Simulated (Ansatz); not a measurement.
# CuI, space group P-3m1: a band structure

Run with Ansatz 0.2.0 through its Python package.

The script reads `cui.extxyz`:
```text
4
Lattice="4.12861794 0.0 0.0 -2.06430897 3.57548801 0.0 0.0 0.0 7.47810604" Properties=species:S:1:pos:R:3 pbc="T T T"
Cu    2.06430899    1.19182933    4.41172691
Cu   -0.00000002    2.38365869    3.06637914
I    -0.00000002    2.38365869    5.64408745
I     2.06430899    1.19182933    1.83401859
```

The script, `bands.py`:
```python
"""Bands of CuI along a path through the zone."""

import ansatz as az
import numpy as np

KGRID = (6, 6, 4)
SMEARING = "fixed"
FUNCTIONAL = "lda"
EXTRA_BANDS = 6

cui = az.Crystal.from_extxyz("cui.extxyz")

# high-symmetry points in fractions of the reciprocal vectors
path = [
    ("G", (0.0, 0.0, 0.0)),
    ("M", (0.5, 0.0, 0.0)),
    ("K", (0.33333, 0.33333, 0.0)),
    ("G", (0.0, 0.0, 0.0)),
    ("A", (0.0, 0.0, 0.5)),
    ("L", (0.5, 0.0, 0.5)),
    ("H", (0.33333, 0.33333, 0.5)),
    ("A", (0.0, 0.0, 0.5)),
]
setup = (
    cui.calculation()
    .kpoints(*KGRID)
    .pseudopotentials("paw")
    .occupations(SMEARING)
    .functional(FUNCTIONAL)
    .band_structure([point for _, point in path], intervals=4)
    .scf(extra_bands=EXTRA_BANDS)
)
res = setup.run(threads=1, backend="cpu")
data = res.report

print(f"free energy      {data['free_energy_ev']:.5f} eV")
print(f"per atom         {data['free_energy_ev'] / len(res.lattice.sites):.5f} eV")
print(f"SCF iterations   {data['n_iterations']}  (converged: {data['converged']})")

bands = res.band_structure()
fermi = bands.fermi_energy_ev
print(f"zero of the bands: {fermi:.3f} eV, the Fermi level found on the SCF mesh")
for spin, channel in enumerate(bands.channels):
    print("channel", spin, "- computed levels within 6 eV of the Fermi level")
    for i, (label, _) in enumerate(path):
        levels = channel.eigenvalues_ev[i * 4] - fermi
        print(f"  {label:3s}", " ".join(f"{e:7.3f}" for e in levels if abs(e) < 6))
```

```console
$ python bands.py
DeckWarning: basis.ecutwfc = 420 eV, auto-derived from the records' recommended cutoffs: set by Cu (normal level)
free energy      -27823.49830 eV
per atom         -6955.87458 eV
SCF iterations   8  (converged: True)
zero of the bands: 7.599 eV, the Fermi level found on the SCF mesh
channel 0 - computed levels within 6 eV of the Fermi level
  G    -5.658  -3.777  -3.347  -3.347  -3.055  -3.055  -2.133  -2.133  -1.738  -1.476  -1.476  -0.398  -0.376  -0.376   0.000   0.000   1.471   2.851   4.704   5.691   5.691
  M    -5.194  -5.164  -4.062  -3.754  -3.365  -3.093  -2.284  -2.206  -1.956  -1.868  -1.497  -1.400  -1.324  -1.262  -1.248  -0.188   2.978   3.070   3.752   5.302
  K    -4.812  -4.812  -4.246  -4.069  -3.727  -3.727  -2.274  -2.202  -1.981  -1.981  -1.560  -1.560  -1.479  -1.195  -1.195  -0.536   2.968   4.209   4.209
  G    -5.658  -3.777  -3.347  -3.347  -3.055  -3.055  -2.133  -2.133  -1.738  -1.476  -1.476  -0.398  -0.376  -0.376   0.000   0.000   1.471   2.851   4.704   5.691   5.691
  A    -5.060  -4.444  -3.373  -3.373  -3.031  -3.031  -2.117  -2.117  -1.725  -1.478  -1.478  -0.950  -0.319  -0.319  -0.081  -0.081   2.785   2.800   4.681   5.520   5.520
  L    -5.424  -5.262  -3.753  -3.541  -3.442  -2.988  -2.279  -2.214  -1.931  -1.883  -1.464  -1.404  -1.378  -1.235  -1.078  -0.327   2.474   2.821   3.543   4.901   5.886
  H    -5.059  -5.059  -4.231  -4.067  -3.367  -3.367  -2.274  -2.201  -1.977  -1.977  -1.572  -1.572  -1.488  -1.061  -1.061  -0.700   3.164   3.164   3.922   5.790
  A    -5.060  -4.444  -3.373  -3.373  -3.031  -3.031  -2.117  -2.117  -1.725  -1.478  -1.478  -0.950  -0.319  -0.319  -0.081  -0.081   2.785   2.800   4.681   5.520   5.520
```
(Warnings from the package without file and line.)

Absolute energies stand on the zero of these potentials, so only differences at equal settings mean something. No spin polarisation was allowed. The computed bands are complete only to about 5.9 eV above the Fermi level. Under fixed occupations the level called the Fermi level is the highest filled one on the SCF mesh; off the mesh a filled band can lie a little above it. Without a Hubbard U or exact exchange, semilocal functionals often make such 3d compounds metallic or too weakly gapped. The structure comes from a database of computed cells and needn't be a stable or known phase. Levels are Kohn-Sham eigenvalues on this mesh, without spin-orbit coupling. By the engine's processor time: 9.2 s on 1 thread of Intel(R) Xeon(R) Processor @ 2.30GHz, on a shared host, peak memory 0.57 GiB.
